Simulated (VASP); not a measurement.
The system is NiO.

```
Ni O
1.0
     0.00000    2.28355    2.28355
     2.28355    0.00000    2.28355
     2.28355    2.28355    0.00000
Ni O
1 1
Direct
  0.00000 0.00000 0.00000
  0.25000 0.25000 0.25000
```

Measurements of this composition are mostly on another form, of space group No. 225.

Base run:

- Program: VASP 6.6.1
- Functional: PBE
- Potentials or basis: VASP PAW PBE potentials, release 64 (Ni, O)
- Cutoff: 520 eV
- k mesh: 7 × 7 × 7
- Occupations: gaussian, width 0.05 eV
- Spin: collinear spin, ferromagnetic start
- Starting moments: [1.0, 0.0] μB
- Hubbard terms: Ni d U = 8 eV

Its results: pressure -13.1 GPa; site moments Ni +1.75; O +0.28 μB.

Question: The run is repeated on the same cell with these changes: further incar settings from ALGO = Normal; EDIFF = 1e-07 to ALGO = Normal; EDIFF = 1e-06; NBANDS = 19; fixed moment from none to 3 μB. What comes out?

Answer: Pressure -3.9 GPa; site moments Ni +2.23; O +0.49 μB.

Caveats: a cell with one magnetic atom can't hold antiferromagnetic order, which such compounds often take; the moment is held away from its start (some runs); the total moment is fixed, so each spin has its own Fermi level (some runs).
